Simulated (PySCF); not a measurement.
C₂H₄O₂.
Numbering: `[CH3:1][C:2](=[O:3])[OH:4]` (hydrogens: H5, H6, H7 on C1; H8 on O4)

Method: PBE0-D3(BJ)/def2-SVP geometry optimisation, gas phase in PySCF 2.14.0; density fitting, grid level 1; the optimiser is geomeTRIC in internal coordinates, started from a GFN2-xTB structure with every atom displaced at random (about 0.01 Å).

Geometry at step 2:
```
atom  x, y, z in Å
C1     -0.8904   -0.0727   -0.3535
C2      0.4954    0.3091    0.0828
O3      1.0827    1.3223   -0.1876
O4      1.0742   -0.6708    0.7926
H5     -1.4586   -0.4579    0.5046
H6     -1.3863    0.7955   -0.8012
H7     -0.8401   -0.8816   -1.0989
H8      1.9691   -0.3632    1.0091
```

Q: Give the atomic forces at this geometry.

A: 
```
atom  Fx (eV/Å)  Fy (eV/Å)  Fz (eV/Å)
  C1      0.037      0.138      0.065
  C2      0.259     -0.207     -0.251
  O3     -0.207      0.132      0.015
  O4     -0.021     -0.116      0.150
  H5     -0.053      0.030     -0.024
  H6     -0.030      0.004      0.043
  H7      0.083      0.008      0.037
  H8     -0.069      0.011     -0.035
```

The largest, 0.42 eV/Å, acts on C2; the rms over all components is 0.115 eV/Å. The forces sum to zero within rounding, as they must for an isolated molecule in no field.

Q: Give the force on C2 in Eh/bohr and in nN.

A: 0.416 eV/Å ÷ 51.422 = 0.00809 Eh/bohr, and 0.416 eV/Å × 1.602 = 0.67 nN.

Q: How far is this geometry from the end of the optimisation?

A: 0.006 eV above it, and 0.011 Å rms away after alignment. The bonds farthest from their final lengths, with half the difference of the two atoms' forces along the bond (positive lengthens):

| bond | now (Å) | final (Å) | force along bond (eV/Å) |
| --- | --- | --- | --- |
| C1–C2 | 1.502 | 1.499 | +0.01 |

The angle farthest from its final value is C1–C2–O3, 126.8° against 125.9°.

The cost below is that of the whole optimisation. On Arm Neoverse N1, one thread, on a shared host, this took 16 s and 0.32 GiB of memory at its peak.
